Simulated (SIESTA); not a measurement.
W under changes of volume

One of the cells (17.065 Å³/atom); the others are scaled copies at fixed shape and fractional positions:

```
W
1.0
     0.00000    2.04344    2.04344
     2.04344    0.00000    2.04344
     2.04344    2.04344    0.00000
W
1
Cartesian
  0.0000 0.0000 0.0000
```

This isn't the form of W at room conditions, which is bcc.

| Quantity | Value |
| --- | --- |
| Program | SIESTA 5.4.2 |
| Functional | PBEsol |
| Potentials or basis | PseudoDojo 0.4 standard (PBEsol files) |
| Basis | DZP (energy shift 0.003 Ry; two zetas on semicore shells) |
| Grid cutoff | 800 Ry |
| Energy shift | 0.003 Ry |
| k mesh | 11 × 11 × 11 |
| Occupations | fermi-dirac, width 0.05 eV |
| Spin | no spin polarisation |

```csv
volume (Å³/atom),energy over the lowest point (meV/atom),pressure (GPa)
15.727,?,?
16.062,0.00,2.5
16.396,1.72,-3.9
17.065,42.21,-15.0
17.400,78.72,-19.6
17.735,124.09,-23.6
```

Problem. What does the run at 15.727 Å³/atom give?

Solution. Energy over the lowest point 12.67 meV/atom; pressure 9.8 GPa.

Worked out: A Birch-Murnaghan fit of order 3 (a polynomial in V^(-2/3)) to the other rows has its minimum at 16.19 Å³/atom with B0 = V·E''(V) = 321 GPa and B' = 4.6. It gives 12.85 meV/atom at 15.727 Å³/atom, against the run's 12.67, and -dE/dV = 9.9 GPa, against 9.8.

Energies are extrapolated to zero smearing.

Caveats: short orbitals over semicore shells can move pressures by several GPa; the basis of atomic orbitals isn't converged, which shifts pressures, moduli and gaps.
